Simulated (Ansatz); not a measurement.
**Ionic part of the dielectric constant of BP at 9 GPa, mode by mode**

Method: DFT PBE, scalar-relativistic, plane waves, PAW in Ansatz 0.2.0. Plane waves to 420 eV; Γ-centred k mesh 10×10×10; fixed occupations. No spin polarisation. Phonons by linear response, acoustic sum rule imposed.

Symmetry: F-43m, No. 216, cubic system. The conventional cell has a = 4.473 Å, b = 4.473 Å, c = 4.473 Å, α = 90.00°, β = 90.00°, γ = 90.00°. B (site symmetry -43m) is surrounded by 4 P at 1.94 Å. P (site symmetry -43m) is surrounded by 4 B at 1.94 Å.

The primitive cell has V = 22.37 Å³ and ε∞,zz = 9.140. Each polar mode adds Δε = (4.92064×10⁷/V)·S/ν² along z, with S its oscillator strength in e²/amu, ν in cm⁻¹ and V in Å³.

Task: From these modes, find each Δε and ε0,zz.
```tsv
ν (cm⁻¹)	S_zz (e²/amu)
841.0	0.0539
```

Result:
```
ν (cm⁻¹)    Δε
   841.0  0.17
```

The sum is 0.168, so ε0,zz = 9.31; the run's tensor has 9.31.

Task: Where do the longitudinal modes lie for a wave vector along z?

Result: At 849 cm⁻¹. The Lyddane–Sachs–Teller product Π(ν_LO/ν_TO)² = 1.02 matches ε0/ε∞ = 1.02.

Cost: 1 run of about 0.9 core-minutes, on Intel Xeon Processor @ 2.50GHz (Skylake/Cascade Lake) (shared hosts).

Static screening in compressed BP is almost entirely electronic: the lattice adds only 0.168 to an ε∞ of 9.140. Boron and phosphorus differ little in electronegativity, so the bond is strongly covalent and the optical displacement of the two sublattices creates only a small dipole. The light boron atom gives a low reduced mass, which by itself would raise the oscillator strength, so the small value of S points to a small Born effective charge. Stiff bonds and the same low mass also place the mode at 841.0 cm⁻¹, and the inverse-square dependence on frequency reduces its static contribution further.

The weak polarity also explains why the longitudinal mode lies only slightly higher, at 849 cm⁻¹, since the macroscopic field adds little restoring force. This suggests that long-range polar coupling of carriers to the optical phonon is weak, although short-range deformation-potential coupling need not be. Because the oscillator strength depends on the square of the effective charge, it cannot show which sublattice carries the negative dynamical charge.
